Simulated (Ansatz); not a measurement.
**W (beta tin type) under strong compression**

```
CELL_PARAMETERS angstrom
-2.55923 2.55923 1.34497
2.55923 -2.55923 1.34497
2.55923 2.55923 -1.34497
ATOMIC_POSITIONS crystal
W 0.62500 0.87500 0.75000
W 0.37500 0.12500 0.25000
```

The cell comes from a relaxation on PAW files under the same functional, begun from a prototype that needn't be the stable phase.

Its volume is scaled, and at each volume shape and atoms are relaxed on PAW files; all methods then take that cell.

Level of theory: DFT with PBE, scalar-relativistic, in Ansatz 0.2.0; a Γ-centred 16×16×16 k mesh, Fermi–Dirac smearing of 0.05 eV, no spin polarisation. LAPW: all electrons, basis error target 1 meV/atom; PAW: frozen-core files, cutoff 420 eV; norm-conserving: pseudopotentials, cutoff 1007 eV; PAW (partial waves polarizable): frozen-core files, cutoff 420 eV.

Energies are extrapolated to zero smearing and count from the unscaled cell; pressure is positive in compression; gaps take the mesh and a band path. No temperature or zero-point motion is included.

Spin–orbit coupling is left out, which matters for the heavy atoms.

```csv
V/V0,V (Å³/atom),P LAPW (GPa),ΔE LAPW (eV/atom),P PAW − LAPW (GPa),ΔE PAW − LAPW (meV/atom),space group,shortest distance (Å)
1.00,17.62,0.00,0.000,-0.02,0.0,I4_1/amd,2.646
0.92,16.21,?,?,?,?,?,?
0.84,14.80,57.1,0.433,0.23,1.5,I4_1/amd,2.493
0.76,13.39,109.5,1.148,0.53,4.7,I4_1/amd,2.411
0.68,11.98,192.4,2.447,1.08,11.6,I4_1/amd,2.323
0.60,10.57,328.5,4.688,2.00,25.0,I4_1/amd,2.229
0.52,9.16,564.2,8.513,3.18,48.0,I4_1/amd,2.127
0.45,7.93,931.2,14.133,3.01,73.3,I4_1/amd,2.027
```

(1) Fit the Vinet equation to the LAPW pressures shown (residuals weighted by 1/(|P| + 0.03·Pmax)), and predict the pressure of the withheld row.

(2) From the table, what is the rise of the enthalpy H = E + pV up to the last row, and how stiff is the crystal between the last two rows?

(3) At the smallest volume, how far do norm-conserving and PAW (partial waves polarizable) lie from LAPW in pressure?

(4) How do the Löwdin populations by LAPW change from the unscaled cell to the last row?

Results:

(1) The fit gives V0 = 17.63 Å³/atom, B0 = 215 GPa and B0′ = 4.63. At 16.21 Å³/atom, x = (V/V0)^(1/3) = 0.9724, and P = 3·B0·(1 − x)/x²·exp[1.5·(B0′ − 1)·(1 − x)] = 21.8 GPa. The run itself gave 22.8 GPa (-4.1 % off) and ΔE = 0.093 eV/atom.

(2) ΔH = 14.133 eV + (931.2 GPa × 7.93 Å³ − 0.00 GPa × 17.62 Å³) × 0.006242 eV/(GPa·Å³) = 60.21 eV/atom, of which pV makes 77 %. The mean bulk modulus there is −ΔP/Δln V = 2540 GPa.

(3) norm-conserving: +11.59 GPa; PAW (partial waves polarizable): +3.00 GPa, on a LAPW pressure of 931.2 GPa.

(4) W 5s 1.96 → 1.84, W 6s 0.91 → 0.55, W 5p 5.98 → 5.85, W 5d 5.05 → 5.72 electrons an atom. These are projections on the shells that the free atoms fill; 0.20 e a cell lies outside them at the start and 0.13 e at the end.
